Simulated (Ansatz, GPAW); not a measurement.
Given: the input of a run of Ansatz 0.2.0 on Ru (Ruthenium). 

Contents of input.yaml:

```yaml
crystal:
  lattice:
    - [2.7058, 0.0, 0.0]
    - [-1.3529, 2.3432915376, 0.0]
    - [0.0, 0.0, 4.2819]
  atoms:
    - { symbol: Ru, position: [0.6666666667, 0.3333333333, 0.75] }
    - { symbol: Ru, position: [0.3333333333, 0.6666666667, 0.25] }
kpoints:
  mp_grid: { grid: [11, 11, 6] }
scf:
  occupations: { method: gaussian, width: 0.011 }
hamiltonian:
  xc: pbe
  pseudopotentials: { kind: all_electron, lapw: { basis_error: 0.001 } }
output:
  forces: true
  stress: true
  eigenvalues: true
```

Potentials or basis: all-electron LAPW, scalar-relativistic.

Launch:

```bash
$ ansatz run input.yaml --threads 1 --pin off --max-ram 3072MiB --backend cpu --events-out ev --progress --plain --runs-dir out
```

Question: Translate it to GPAW 26.7.0 (ASE script). Potentials or basis there: GPAW PAW data sets (gpaw-data 1.2.1), cutoff 600 eV.

Answer: As run (cutoffs and basis follow the program's own potentials, and thresholds, step limits or extra output files can differ):

The input run.py:

```python
from ase.dft.bandgap import bandgap
from ase.io import read, write
from ase.units import Bohr, GPa
from gpaw import GPAW, PW
from gpaw.elf import elf_from_dft_calculation

atoms = read('POSCAR')

calc = GPAW(mode=PW(600),
            xc='PBE',
            kpts={'size': (11, 11, 6), 'gamma': True},
            occupations={'name': 'methfessel-paxton', 'order': 0, 'width': 0.011},
            nbands=29,
            convergence={'density': 1e-05, 'energy': 1e-05},
            maxiter=150,
            txt='gpaw.txt')
atoms.calc = calc
energy = atoms.get_potential_energy()
forces = atoms.get_forces()
stress = atoms.get_stress()
calc.write('gs.gpw')
write('result.traj', atoms)
print(f'Energy: {energy:.6f} eV')
print('Forces (eV/A):')
print(forces.round(4))
print('Stress (GPa):', (stress / GPa).round(3))
print('Fermi level:', round(calc.get_fermi_level(), 4), 'eV')
print(f'Gap: {bandgap(calc)[0]:.4f} eV, direct: {bandgap(calc, direct=True)[0]:.4f} eV')

# fields on the real-space grid
write('density.cube', atoms, data=calc.get_pseudo_density() * Bohr**3)
write('potential.cube', atoms, data=calc.get_electrostatic_potential())
write('elf.cube', atoms, data=elf_from_dft_calculation(calc).data)
```

File POSCAR:

```
Ru
1.0
    2.7058000000      0.0000000000      0.0000000000
   -1.3529000000      2.3432915376      0.0000000000
    0.0000000000      0.0000000000      4.2819000000
Ru
2
Direct
    0.6666666667      0.3333333333      0.7500000000
    0.3333333333      0.6666666667      0.2500000000
```

Potentials or basis: GPAW PAW data sets (gpaw-data 1.2.1), pw.

Command:

```console
$ OMP_NUM_THREADS=1 python run.py
```

Both were run:

|  | Ansatz | GPAW |
| --- | --- | --- |
| Pressure | 4.4 GPa | 3.6 GPa |

Where Ansatz's input types no cutoff or centring, it takes its own default and a Γ-centred mesh.

Pressure is positive in compression.
